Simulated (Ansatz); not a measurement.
Input and command of a calculation in Ansatz (plane waves; scalar-relativistic PAW potentials unless the input names others):

```yaml
crystal:
  lattice:
    - [0.0, 5.4700937548, -5.4700937548]
    - [5.4700937548, 5.4700937548, 0.0]
    - [5.4700937548, 0.0, -5.4700937548]
  atoms:
    - { symbol: Si, position: [0.2495452601, -0.2486357803, 0.2495452601] }
    - { symbol: Si, position: [0.1247645819, 0.6252354181, 0.1247645819] }
    - { symbol: Si, position: [0.6252354181, 0.1247645819, 0.1247645819] }
    - { symbol: Si, position: [0.6252354181, 0.6252354181, 0.1247645819] }
    - { symbol: Si, position: [0.1247645819, 0.1247645819, 0.6252354181] }
    - { symbol: Si, position: [0.1247645819, 0.6252354181, 0.6252354181] }
    - { symbol: Si, position: [0.6252354181, 0.1247645819, 0.6252354181] }
    - { symbol: Si, position: [0.625, 0.625, 0.625] }
    - { symbol: Si, position: [0.2495452601, 0.2495452601, 0.2495452601] }
    - { symbol: Si, position: [0.7499455786, 0.7499455786, 0.2501632642] }
    - { symbol: Si, position: [0.7513642197, 0.2495452601, 0.2495452601] }
    - { symbol: Si, position: [0.2501632642, 0.7499455786, 0.7499455786] }
    - { symbol: Si, position: [0.2495452601, 0.2495452601, 0.7513642197] }
    - { symbol: Si, position: [0.7499455786, 0.7499455786, 0.7499455786] }
    - { symbol: Si, position: [0.7499455786, 0.2501632642, 0.7499455786] }
basis:
  ecutwfc: 420
  xc_grid: 2
  ecutrho_ratio: 12
kpoints:
  mp_grid: { grid: [2, 2, 2], shift: [0.0, 0.0, 0.0] }
hamiltonian:
  xc: pbe
scf:
  occupations: { method: gaussian, width: 0.02 }
output:
  forces: true
  eigenvalues: true
```

```bash
ansatz run input.yaml --threads 8 --pin off --max-ram 20480MiB --backend cpu --events-out ev --progress --plain --runs-dir out
```

Abridged log:
```
Basis set: ecut = 420 eV, 6375 PW (Γ), exchange–correlation on 180×180×180 points (8 copies of the dense FFT grid, shifted against one another)
Bands: 45, of which v1, the nominal top of the filled ones, is band 30 counted from 1 (29 counted from 0)
Symmetry: 24 space group operations
k-points: 3 of 8
SCF iter   1: F=—  HF=-9533.413547 eV  |F-HF|=—  |Δ(HF+E_count)|=         —  Δρ=2.05e-3  dr2=4.80e-2  ethr=1.77e-3  ⟨swp⟩=9.3  Hψ=756  notcnv=0
SCF iter   2: F=—  HF=-9533.405305 eV  |F-HF|=—  |Δ(HF+E_count)|=   8.24e-3  Δρ=1.21e-3  dr2=1.79e-2  ethr=8.00e-5  ⟨swp⟩=2.3  Hψ=172  notcnv=0  defer=15
SCF iter   3: F=—  HF=-9533.400569 eV  |F-HF|=—  |Δ(HF+E_count)|=   4.74e-3  Δρ=2.76e-4  dr2=2.78e-4  ethr=2.99e-5  ⟨swp⟩=3.0  Hψ=219  notcnv=0  defer=4
automatic band count: iteration 3 solves 39 bands in place of 45: the levels show a gap, and the empty bands left out lie too high to hold charge; the band table lists the bands solved (type scf.n_extra_bands for more)
SCF iter   4: F=—  HF=-9533.400624 eV  |F-HF|=—  |Δ(HF+E_count)|=   5.52e-5  Δρ=6.59e-5  dr2=4.48e-5  ethr=4.63e-7  ⟨swp⟩=2.0  Hψ=203  notcnv=0  defer=4
SCF iter   5: F=—  HF=-9533.400608 eV  |F-HF|=—  |Δ(HF+E_count)|=   1.62e-5  Δρ=1.77e-5  dr2=2.51e-6  ethr=7.47e-8  ⟨swp⟩=2.3  Hψ=183  notcnv=0  defer=5
SCF iter   6: F=-9533.400608 eV  HF=-9533.400608 eV  |F-HF|=1.55e-8  |Δ(HF+E_count)|=   5.59e-7  Δρ=3.82e-6  dr2=8.51e-8  ethr=1.67e-10  ⟨swp⟩=9.0  Hψ=601  notcnv=0
SCF 1 converged in 6 iterations: F = -9533.400608 eV  dr2 = 8.51e-8
SCF converged after 6 iterations
Free energy (F): -9533.400608 eV
Harris-Foulkes:  -9533.400608 eV  (|F-HF|=1.55e-8)
Internal energy: -9533.395308 eV  (E = F + TS)
E sigma→0 (E₀):  -9533.397958 eV
Entropy (-TS):   -0.005300 eV (-0.353 meV/atom)
Fermi energy:    6.104007 eV
--- Forces (eV/Å), atoms counted from 1 ---
  atom   1  Si     0.01063524     0.01063524     0.01063524
  atom   2  Si     0.00000000     0.00000000     0.01799276
  atom   3  Si    -0.01799276     0.00000000     0.00000000
  atom   4  Si     0.00000000     0.01799276     0.00000000
  atom   5  Si     0.00000000    -0.01799276     0.00000000
  atom   6  Si     0.01799276     0.00000000     0.00000000
  atom   7  Si     0.00000000     0.00000000    -0.01799276
  atom   8  Si     0.00000000     0.00000000     0.00000000
  atom   9  Si    -0.01063524    -0.01063524     0.01063524
  atom  10  Si    -0.00792474     0.00792474     0.00792474
  atom  11  Si    -0.01063524     0.01063524    -0.01063524
  atom  12  Si     0.00792474    -0.00792474     0.00792474
  atom  13  Si     0.01063524    -0.01063524    -0.01063524
  atom  14  Si     0.00792474     0.00792474    -0.00792474
  atom  15  Si    -0.00792474    -0.00792474    -0.00792474
```

Apart from outputs, empty bands and the relaxation, which only the reference makes, the input differs from a reference run on usual settings in basis.ecutrho_ratio: not typed → 12. The reference, at the same geometry, ended its own course with largest force 0.018 eV/Å, no gap on the mesh. This run converged in 6 SCF iterations with an energy at zero smearing within 0.01 meV/atom of the reference's, largest force 0.018 eV/Å, no gap on the mesh.

Time: 5.4 s on 8 threads of Intel(R) Xeon(R) Processor @ 2.50GHz (Skylake/Cascade Lake), on a shared host, peak memory 1 GiB.